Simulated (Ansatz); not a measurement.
# Mg/GaN/Hf: conductance for both polarities

Wanted: the change of resistance of Mg/GaN/Hf with the barrier's polarity. The lower electrode is Mg hcp(0001), the upper one Hf hcp(0001); the barrier is GaN wurtzite(0001) (whole bilayers). In the first transport cell, after relaxation, the nearest pair of electrode and barrier is Mg–N at 2.04 Å, along the normal, at the lower face and Hf–Ga at 2.99 Å, at a slant, at the upper one. All share a net of side 3.205 Å, which strains the lower electrode by +0.5 %, the upper one by +0.2 % and the barrier by -0.5 %, against typed lattice constants near PBE's. The first steps treat the bulk electrodes alone.

Main program and level: Ansatz 0.2.0; PBE DFT, plane waves, PAW files, in the first sound run; inputs show where later runs differ.

## Step 1: Starting point

Symmetry: P6_3/mmc, No. 194, hexagonal system. Conventional cell: a = 3.205 Å, b = 3.205 Å, c = 5.173 Å, α = 90.00°, β = 90.00°, γ = 120.00°. Nearest to Mg lie 12 Mg at 3.18 to 3.21 Å.

## Step 2: Layer spacing of the electrode, electrode Mg hcp(0001)

The electrode is held to the junction's net and relaxed along the normal; its spacing is used for the ideal lead layers.

input.yaml

```yaml
crystal:
  lattice:
    - [3.205, 0.0, 0.0]
    - [-1.6025, 2.7756114191, 0.0]
    - [0.0, 0.0, 5.1729169279]
  atoms:
    - { symbol: Mg, position: [0.0, 0.0, 0.0] }
    - { symbol: Mg, position: [0.3333333333, 0.6666666667, 0.5] }
kpoints:
  mp_grid: { grid: [12, 12, 6] }
scf:
  occupations: { method: fermi_dirac, width: 0.1 }
  max_iter: 150
hamiltonian:
  xc: pbe
relax:
  f_tol: 0.01
  max_steps: 40
  cell: { fix: [a, b, angles] }
```

Started as:

```bash
> ansatz run input.yaml --threads 4 --pin off --max-ram 10240MiB --backend cpu --events-out ev --progress --plain --runs-dir out
```

Numbers of over 12 decimals in the logs are rounded to 6 here.

Log:

```text
Engine: ansatz 0.2.0, aarch64-unknown-linux-gnu
Pseudopotentials: kind: paw
Pseudopotential: Mg, paw, valence charge 10, recommended cutoff 420 eV (normal), Mg.paw.azcp
Functional definition: PBE
  parameter kappa = 0.804
  parameter beta = 0.066725
  exchange = pbe_x(kappa = kappa, mu = beta*pi^2/3)
  correlation = pbe_c(beta = beta)
Crystal: 2 atoms, lattice volume = 46.017 Å³
Basis set: ecut = 420 eV, 917 PW (Γ), exchange–correlation on 48×48×72 points (8 copies of the dense FFT grid, shifted against one another)
Bands: 14, of which v1, the nominal top of the filled ones, is band 10 counted from 1 (9 counted from 0)
Symmetry: 24 space group operations
Space group: P63/mmc (ITA 194), of the structure as read, at distance tolerance 3.6e-5 Å
k-points: 76 of 864
Non-local potential: Mg, projectors of the file, l = 0: 3, l = 1: 2, l = 2: 1
PAW form: soft (Blöchl's): semilocal exchange-correlation on the pseudo side does not see the compensation charge
PAW one-centre angular grid: Mg, 110 points (default); XC on 64 Gauss nodes
Initial density: superposition of atomic densities (neutral atoms: chi_scale 0, normalization atom), corrected by the library's trained network
Initial wavefunctions: pseudopotential atomic-orbital guess
Functional: x = pbe(κ = 0.804, μ = 0.219515), c = pbe(β = 0.066725)
SCF iter   1: F=—  HF=-3847.623055 eV  |F-HF|=—  |Δ(HF+E_count)|=         —  Δρ=8.87e-4  dr2=4.25e-4  ethr=1.77e-3  ⟨swp⟩=5.0  Hψ=5357  notcnv=0
preconditioner: auto → none  [metal: Δε(μ)=0.212 eV  Ē_g=6.892 eV  σ=0.100 eV  W_gap=0.39  n_scr=8 (ndim 8)  ℏωp=10.9 eV  f_vac=0.000  D(μ)=0.82/eV (n_scr^D=2)  sad-step TF]
SCF iter   2: F=—  HF=-3847.622666 eV  |F-HF|=—  |Δ(HF+E_count)|=   3.89e-4  Δρ=5.89e-4  dr2=1.90e-4  ethr=2.13e-6  ⟨swp⟩=2.0  Hψ=2221  notcnv=0
SCF iter   3: F=—  HF=-3847.622681 eV  |F-HF|=—  |Δ(HF+E_count)|=   1.50e-5  Δρ=2.70e-4  dr2=1.61e-5  ethr=9.52e-7  ⟨swp⟩=2.0  Hψ=1832  notcnv=0
SCF iter   4: F=—  HF=-3847.622680 eV  |F-HF|=—  |Δ(HF+E_count)|=   1.64e-6  Δρ=1.04e-4  dr2=2.10e-6  ethr=8.07e-8  ⟨swp⟩=2.0  Hψ=1672  notcnv=0
iter 5 did not close the SCF: its close was put off for the readings that it lacked (scf_convergence_deferred on its scf_iter line)
SCF iter   5: F=-3847.622678 eV  HF=-3847.622678 eV  |F-HF|=2.66e-9  |Δ(HF+E_count)|=   2.13e-6  Δρ=7.41e-6  dr2=9.08e-9  ethr=1.05e-8  ⟨swp⟩=2.0  Hψ=1757  notcnv=0
SCF iter   6: F=-3847.622678 eV  HF=-3847.622678 eV  |F-HF|=4.56e-9  |Δ(HF+E_count)|=   4.62e-9  Δρ=4.03e-6  dr2=2.94e-9  ethr=4.54e-11  ⟨swp⟩=1.9  Hψ=3329  notcnv=0
SCF 1 converged in 6 iterations: F = -3847.622678 eV  dr2 = 2.94e-9
  greatest PAW one-centre occupation: 1.000 electrons in one spin orbital (limit 2), on the Mg atom at site 1 (counted from 0), in its partial waves of l = 0
relax step   1: F+E_penalty+E_count = -3847.62267771 eV  Δ(F+E_penalty+E_count) = +0.000e0 eV  max|allowed force component| = 6.476e-17 eV/Å  Δτ_max = 0.0000 Å  P = -0.063 GPa  Ω = 46.017 Å³  fix = [a, b, alpha, beta, gamma]  reactions: a +0.003, b +0.003 GPa  (6 SCF iters, dr2 threshold 1.00e-7 eV, accepted)
Crystal: 2 atoms, lattice volume = 45.934 Å³
Initial density: handed on by an earlier stage of this run
Initial wavefunctions: those handed on with the density
iter 1 solved again at ethr=2.18e-9 eV; its pass at ethr=3.10e-3 eV (dr2=4.35e-7 eV) is discarded
SCF iter   1: F=—  HF=-3847.622735 eV  |F-HF|=—  |Δ(HF+E_count)|=         —  Δρ=2.76e-5  dr2=4.43e-7  ethr=2.18e-9  ⟨swp⟩=3.0  Hψ=8083  notcnv=0
preconditioner: auto → none  [metal: Δε(μ)=0.033 eV  Ē_g=6.904 eV  σ=0.100 eV  W_gap=0.08  n_scr=8 (ndim 8)  ℏωp=11.0 eV  f_vac=0.000  D(μ)=0.82/eV (n_scr^D=2)]
SCF iter   2: F=-3847.622744 eV  HF=-3847.622744 eV  |F-HF|=9.02e-8  |Δ(HF+E_count)|=   9.23e-6  Δρ=1.26e-5  dr2=9.18e-8  ethr=4.69e-10  ⟨swp⟩=3.2  Hψ=3757  notcnv=0
SCF 2 converged in 2 iterations: F = -3847.622744 eV  dr2 = 9.18e-8
relax step   2: F+E_penalty+E_count = -3847.62274407 eV  Δ(F+E_penalty+E_count) = -6.636e-5 eV  max|allowed force component| = 1.156e-16 eV/Å  Δτ_max = 0.0000 Å  P = +0.002 GPa  Ω = 45.934 Å³  energy of the carried Pulay correction = +1.619e-6 eV  fix = [a, b, alpha, beta, gamma]  reactions: a +0.031, b +0.031 GPa  (2 SCF iters, dr2 threshold 9.38e-8 eV, accepted)
Crystal: 2 atoms, lattice volume = 45.901 Å³
Basis set: ecut = 420 eV, 905 PW (Γ), exchange–correlation on 48×48×72 points (8 copies of the dense FFT grid, shifted against one another)
iter 1 solved again at ethr=1.40e-9 eV; its pass at ethr=3.10e-3 eV (dr2=2.81e-7 eV) is discarded
SCF iter   1: F=—  HF=-3847.622742 eV  |F-HF|=—  |Δ(HF+E_count)|=         —  Δρ=2.32e-5  dr2=3.22e-7  ethr=1.40e-9  ⟨swp⟩=2.1  Hψ=7328  notcnv=0
preconditioner: auto → none  [metal: Δε(μ)=0.038 eV  Ē_g=6.907 eV  σ=0.100 eV  W_gap=0.09  n_scr=8 (ndim 8)  ℏωp=11.0 eV  f_vac=0.000  D(μ)=0.81/eV (n_scr^D=2)]
SCF iter   2: F=—  HF=-3847.622750 eV  |F-HF|=—  |Δ(HF+E_count)|=   8.22e-6  Δρ=1.08e-5  dr2=6.80e-8  ethr=1.40e-9  ⟨swp⟩=2.1  Hψ=1256  notcnv=0
SCF iter   3: F=-3847.622750 eV  HF=-3847.622750 eV  |F-HF|=4.55e-11  |Δ(HF+E_count)|=   6.56e-8  Δρ=7.20e-7  dr2=2.26e-10  ethr=3.75e-11  ⟨swp⟩=3.1  Hψ=4127  notcnv=0
SCF 3 converged in 3 iterations: F = -3847.622750 eV  dr2 = 2.26e-10
relax step   3: F+E_penalty+E_count = -3847.62275019 eV  Δ(F+E_penalty+E_count) = -6.117e-6 eV  max|allowed force component| = 5.782e-17 eV/Å  Δτ_max = 0.0000 Å  P = +0.029 GPa  Ω = 45.901 Å³  energy of the carried Pulay correction = +2.257e-6 eV  fix = [a, b, alpha, beta, gamma]  reactions: a +0.043, b +0.043 GPa  (3 SCF iters, dr2 threshold 7.50e-9 eV, accepted)
Initial wavefunctions: pseudopotential atomic-orbital guess (no wavefunctions were taken with the density)
iter 1 solved again at ethr=2.63e-8 eV; its pass at ethr=3.10e-3 eV (dr2=5.26e-6 eV) is discarded
SCF iter   1: F=—  HF=-3847.622741 eV  |F-HF|=—  |Δ(HF+E_count)|=         —  Δρ=1.49e-6  dr2=7.81e-10  ethr=2.63e-8  ⟨swp⟩=3.6  Hψ=8532  notcnv=0
SCF iter   2: F=—  HF=-3847.622748 eV  |F-HF|=—  |Δ(HF+E_count)|=   7.10e-6  Δρ=6.39e-7  dr2=4.09e-11  ethr=3.91e-12  ⟨swp⟩=3.0  Hψ=2192  notcnv=0
SCF iter   3: F=-3847.622748 eV  HF=-3847.622748 eV  |F-HF|=1.82e-11  |Δ(HF+E_count)|=  3.73e-11  Δρ=3.13e-7  dr2=9.98e-12  ethr=1.00e-12  ⟨swp⟩=5.0  Hψ=3874  notcnv=0
SCF 4 converged in 3 iterations: F = -3847.622748 eV  dr2 = 9.98e-12
relax step   4: F+E_penalty+E_count = -3847.62274761 eV  Δ(F+E_penalty+E_count) = +2.581e-6 eV  max|allowed force component| = 5.551e-17 eV/Å  Δτ_max = 0.0000 Å  P = +0.029 GPa  Ω = 45.901 Å³  fix = [a, b, alpha, beta, gamma]  reactions: a +0.043, b +0.043 GPa  stress off target by 1.01e-3 GPa on what of the cell is left free  SCF on the basis re-selected at this cell (its energy is not comparable with the rows above)  (3 SCF iters)
basis re-selected at this cell: Δ(F+E_penalty+E_count) = +2.581e-6 eV, ΔP = +0.000 GPa vs the last step (what re-selecting the basis moved, of the pressure what is left beyond the Pulay correction that the steps carried, after the strain that the cell walked since its last selection, with what the two solves' SCF thresholds leave and, on support functions, any second-order correction that the steps lacked; it is no m [...]
SCF converged after 3 iterations
Free energy (F): -3847.622748 eV
Harris-Foulkes:  -3847.622748 eV  (|F-HF|=1.82e-11)
Internal energy: -3847.596247 eV  (E = F + TS)
E sigma→0 (E₀):  -3847.609497 eV
Entropy (-TS):   -0.026500 eV (-13.250 meV/atom)
Fermi energy:    5.623708 eV
--- Per-component energies (eV) ---
  E_band       = -714.856197
  E_kinetic    = 149.668042
  E_local      = -3240.693187  (includes V_loc(G=0)·N_el)
  E_nonlocal   = 191.379346
  E_hartree    = 1157.321223
  E_xc         = -56.825079
  E_vxc        = -73.305456  (∫ρ·V_xc dr)
  E_paw        = -585.048218  (= ΣΔE_a)
  E_vpaw       = -56.547371  (= ΣTr[D̂ρ^β])
  E_aug_tail   = -0.000007  (compensation charges beyond the density's cutoff)
  E_ewald      = -1463.398366
  E_smearing   = -0.026500  (= −TS)
  E_closure    = 0.000000  (closes the sum)
  Σ components = -3847.622748   (vs F -3847.622748, Δ=0.00e0)
--- Forces (eV/Å), atoms counted from 1 ---
  atom   1  Mg     0.00000000     0.00000000    -0.00000000
  atom   2  Mg    -0.00000000    -0.00000000     0.00000000
  max |Σ_I F_I| component: 4.63e-18 eV/Å
--- Stress (GPa, compression-positive) ---
        0.042799       0.000000      -0.000000
        0.000000       0.042799       0.000000
       -0.000000       0.000000       0.001012
  P = ⅓ Tr σ = 0.0289 GPa (0.289 kbar)
--- Relaxed structure (3 steps of the walk, 3 accepted, 1 SCFs on fresh bases) ---
  F+E_penalty+E_count = -3847.62274761 eV   max|allowed force component| = 5.551e-17 eV/Å   (the final SCF, on the basis selected at the relaxed cell)
  cell:  # Å, volume = 45.9008 Å³
    - [3.205000, 0, 0]
    - [-1.602500, 2.775611, 0]
    - [0, 0, 5.159806]
  atoms:
    - { symbol: Mg, position: [9.251858539620023e-18, -5.088522196306341e-17, 0] }
    - { symbol: Mg, position: [0.333333, 0.666667, 0.5] }
```

The job ended after 1.6 s (4 threads of Arm Neoverse V2, shared host; peak memory 0.32 GiB; 5.4 s of CPU time).

Step by step:

```csv
step,energy less that of the first step (eV),largest force component (eV/Å),pressure (GPa),volume (Å³)
1,0.0000,0.0000,-0.06,46.02
2,-0.0001,0.0000,0.00,45.93
3,-0.0001,0.0000,0.03,45.90
4*,-0.0001,0.0000,0.03,45.90
```

Relaxation steps marked * repeat the geometry before them on a plane-wave basis chosen anew for their cell, so energy and pressure can jump there.

The run keeps the 24 symmetry operations that it works with, so distortions that break them were not tested.

```csv
"conventional cell, symmetrised",before,after,change
a (Å),3.205,3.205,-0.0 %
b (Å),3.205,3.205,-0.0 %
c (Å),5.173,5.160,-0.3 %
volume (Å³/atom),23.01,22.95,-0.3 %
```

The relaxed structure:

```xyz
2
Lattice="3.2050 0.0000 0.0000 -1.6025 2.7756 0.0000 0.0000 0.0000 5.1598" Properties=species:S:1:pos:R:3 pbc="T T T"
Mg    0.0000    0.0000    0.0000
Mg    0.0000    1.8504    2.5799
```

This step gave:

| Item | Value |
| --- | --- |
| free energy | -3847.6227 eV |
| Fermi energy | 5.624 eV |
| pressure | 0.02887 GPa |

The cell shrank by 0.3 % in volume.

## Step 3: The strained electrode, electrode Hf hcp(0001)

System of this step: Hf. It takes space group P6_3/mmc (No. 194, hexagonal). Conventional cell: a = 3.205 Å, b = 3.205 Å, c = 5.044 Å, α = 90.00°, β = 90.00°, γ = 120.00°. Hf has 12 Hf at 3.13 to 3.21 Å nearest.

The electrode is held to the junction's net and relaxed along the normal; its spacing is used for the ideal lead layers.

input.yaml, the sections that differ from step 2:

```yaml
crystal:
  lattice:
    - [3.205, 0.0, 0.0]
    - [-1.6025, 2.7756114191, 0.0]
    - [0.0, 0.0, 5.0444765625]
  atoms:
    - { symbol: Hf, position: [0.0, 0.0, 0.0] }
    - { symbol: Hf, position: [0.3333333333, 0.6666666667, 0.5] }
# kpoints, scf, hamiltonian, relax: as in step 2
```

Log:

```text
[...]
Crystal: 2 atoms, lattice volume = 44.875 Å³
Basis set: ecut = 420 eV, 881 PW (Γ), exchange–correlation on 48×48×72 points (8 copies of the dense FFT grid, shifted against one another)
Bands: 32, of which v1, the nominal top of the filled ones, is band 26 counted from 1 (25 counted from 0)
Symmetry: 24 space group operations
[...]
k-points: 76 of 864
[...]
SCF iter   1: F=—  HF=-31442.749196 eV  |F-HF|=—  |Δ(HF+E_count)|=         —  Δρ=2.87e-3  dr2=1.79e-3  ethr=1.77e-3  ⟨swp⟩=4.4  Hψ=7971  notcnv=0
[...]
SCF iter   6: F=-31442.749755 eV  HF=-31442.749755 eV  |F-HF|=1.05e-8  |Δ(HF+E_count)|=   4.23e-7  Δρ=1.33e-5  dr2=4.10e-8  ethr=1.92e-10  ⟨swp⟩=5.4  Hψ=10587  notcnv=0
SCF 1 converged in 6 iterations: F = -31442.749755 eV  dr2 = 4.10e-8
[...]
relax step   1: F+E_penalty+E_count = -31442.74975549 eV  Δ(F+E_penalty+E_count) = +0.000e0 eV  max|allowed force component| = 3.053e-16 eV/Å  Δτ_max = 0.0000 Å  P = +0.574 GPa  Ω = 44.875 Å³  fix = [a, b, alpha, beta, gamma]  reactions: a +0.312, b +0.312 GPa  (6 SCF iters, dr2 threshold 1.00e-7 eV, accepted)
Crystal: 2 atoms, lattice volume = 45.330 Å³
[...]
SCF iter   5: F=-31442.749935 eV  HF=-31442.749935 eV  |F-HF|=2.11e-8  |Δ(HF+E_count)|=   2.32e-7  Δρ=6.68e-6  dr2=1.99e-8  ethr=3.85e-10  ⟨swp⟩=4.6  Hψ=9403  notcnv=0
SCF 2 converged in 5 iterations: F = -31442.749935 eV  dr2 = 1.99e-8
relax step   2: F+E_penalty+E_count = -31442.74993471 eV  Δ(F+E_penalty+E_count) = -1.792e-4 eV  max|allowed force component| = 2.220e-16 eV/Å  Δτ_max = 0.0000 Å  P = -0.535 GPa  Ω = 45.330 Å³  energy of the carried Pulay correction = -1.261e-4 eV  fix = [a, b, alpha, beta, gamma]  reactions: a -0.368, b -0.368 GPa  (5 SCF iters, dr2 threshold 2.00e-7 eV, accepted)
Crystal: 2 atoms, lattice volume = 45.129 Å³
[...]
SCF iter   4: F=-31442.750544 eV  HF=-31442.750544 eV  |F-HF|=7.18e-8  |Δ(HF+E_count)|=   1.95e-7  Δρ=1.79e-5  dr2=9.98e-8  ethr=3.85e-10  ⟨swp⟩=3.2  Hψ=10968  notcnv=0
SCF 3 converged in 4 iterations: F = -31442.750544 eV  dr2 = 9.98e-8
relax step   3: F+E_penalty+E_count = -31442.75054352 eV  Δ(F+E_penalty+E_count) = -6.088e-4 eV  max|allowed force component| = 3.123e-16 eV/Å  Δτ_max = 0.0000 Å  P = -0.053 GPa  Ω = 45.129 Å³  energy of the carried Pulay correction = -7.063e-5 eV  fix = [a, b, alpha, beta, gamma]  reactions: a -0.073, b -0.073 GPa  (4 SCF iters, dr2 threshold 2.00e-7 eV, accepted)
[...]
SCF iter   6: F=-31442.750612 eV  HF=-31442.750612 eV  |F-HF|=7.28e-12  |Δ(HF+E_count)|=   1.75e-9  Δρ=1.01e-7  dr2=5.30e-12  ethr=1.00e-12  ⟨swp⟩=6.3  Hψ=21050  notcnv=4
WARN: eigensolver did not converge (k=1): 5 band(s) unlocked after 196 sweeps at occupation × residual norm < 1.00e-8 eV (lowest unlocked band 2, counted from 0, weighed at 2.000 electrons; max residual 1.11e-3 eV among the unlocked bands, 1.11e-3 eV over every band, not weighted by occupation; other slots of this pass that fall short are told together in one closing line; warning suppressed for the rest of this close's residual-converged pass)
SCF 4 converged in 6 iterations: F = -31442.750612 eV  dr2 = 5.30e-12
  Residual-converged pass: ⟨swp⟩=3.6  Hψ=4068  notcnv=5  max |occ|·‖R‖ = 2.2e-3 eV (tolerance 1.0e-8 eV)  dr2=5.30e-12  dr2_onsite=1.80e-11  max |Δocc| = 1.2e-13
relax step   4: F+E_penalty+E_count = -31442.75061182 eV  Δ(F+E_penalty+E_count) = -6.830e-5 eV  max|allowed force component| = 3.123e-16 eV/Å  Δτ_max = 0.0000 Å  P = -0.053 GPa  Ω = 45.129 Å³  fix = [a, b, alpha, beta, gamma]  reactions: a -0.073, b -0.073 GPa  stress off target by 1.16e-2 GPa on what of the cell is left free  SCF on the basis re-selected at this cell (its energy is not comparable with the rows above)  (6 SCF iters)
basis re-selected at this cell: Δ(F+E_penalty+E_count) = -6.830e-5 eV, ΔP = +0.000 GPa vs the last step (what re-selecting the basis moved, of the pressure what is left beyond the Pulay correction that the steps carried, after the strain that the cell walked since its last selection, with what the two solves' SCF thresholds leave and, on support functions, any second-order correction that the steps lacked; it is no m [...]
SCF converged after 6 iterations
Free energy (F): -31442.750612 eV
[...]
Internal energy: -31442.693299 eV  (E = F + TS)
E sigma→0 (E₀):  -31442.721955 eV
Entropy (-TS):   -0.057313 eV (-28.657 meV/atom)
Fermi energy:    19.705050 eV
[...]
--- Stress (GPa, compression-positive) ---
       -0.073087      -0.000000      -0.000000
       -0.000000      -0.073087       0.000000
       -0.000000       0.000000      -0.011566
  P = ⅓ Tr σ = -0.0526 GPa (-0.526 kbar)
--- Band table (eV; the first three rows and the last of 76) ---
  k-point 0: bands = [... 22 lower, 12.3699, 16.0295, 20.3216, 20.8892, 20.8892, 21.1640, 21.7007, 21.7007, ... 2 higher]
  k-point 1: bands = [... 22 lower, 12.6212, 15.8829, 20.0068, 20.7642, 20.7642, 20.9466, 21.5018, 21.5018, ... 2 higher]
  k-point 2: bands = [... 22 lower, 13.3268, 15.3086, 19.6703, 20.4150, 20.6632, 20.6632, 21.1034, 21.1034, ... 2 higher]
  k-point 75: bands = [... 22 lower, 17.9794, 17.9794, 18.2678, 18.2678, 19.5062, 19.5062, 22.2260, 22.2260, ... 2 higher]
--- Relaxed structure (3 steps of the walk, 3 accepted, 1 SCFs on fresh bases) ---
[...]
cell:  # Å, volume = 45.1293 Å³
    - [3.205000, 0, 0]
    - [-1.602500, 2.775611, 0]
    - [0, 0, 5.073086]
  atoms:
    - { symbol: Hf, position: [9.251858539620023e-18, -5.088522196306341e-17, 0] }
    - { symbol: Hf, position: [0.333333, 0.666667, 0.5] }
```

It took 4.6 s on 4 threads; peak memory 0.41 GiB; 17 s of CPU time.

The steps of the relaxation:

```csv
step,energy less that of the first step (eV),largest force component (eV/Å),pressure (GPa),volume (Å³)
1,0.0000,0.0000,0.57,44.87
2,-0.0002,0.0000,-0.53,45.33
3,-0.0008,0.0000,-0.05,45.13
4*,-0.0009,0.0000,-0.05,45.13
```

Relaxation steps marked * repeat the geometry before them on a plane-wave basis chosen anew for their cell, so energy and pressure can jump there.

The run keeps the 24 symmetry operations that it works with, so distortions that break them were not tested.

```csv
"conventional cell, symmetrised",before,after,change
a (Å),3.205,3.205,-0.0 %
b (Å),3.205,3.205,-0.0 %
c (Å),5.044,5.073,+0.6 %
volume (Å³/atom),22.44,22.56,+0.6 %
```

The relaxed structure:

```
Hf
1.0
     3.20500    0.00000    0.00000
    -1.60250    2.77561    0.00000
     0.00000    0.00000    5.07309
Hf
2
Direct
  0.00000 0.00000 0.00000
  0.33333 0.66667 0.50000
```

Numbers from this step:

```yaml
free_energy: -31442.7506 eV
fermi_energy: 19.71 eV
pressure: -0.05258 GPa
```

The cell grew by 0.6 % in volume.

[end of part 1 of 6]

[Logs are printed without paths, hosts, clocks, repeated set-up lines and the standing remarks that a program may print on its own settings, such as how far it seeks lower states.]

[Hosts, paths, dates, database ids (printed as entryN), source tags and the programs' standing remarks are cut or masked in the printed files.]
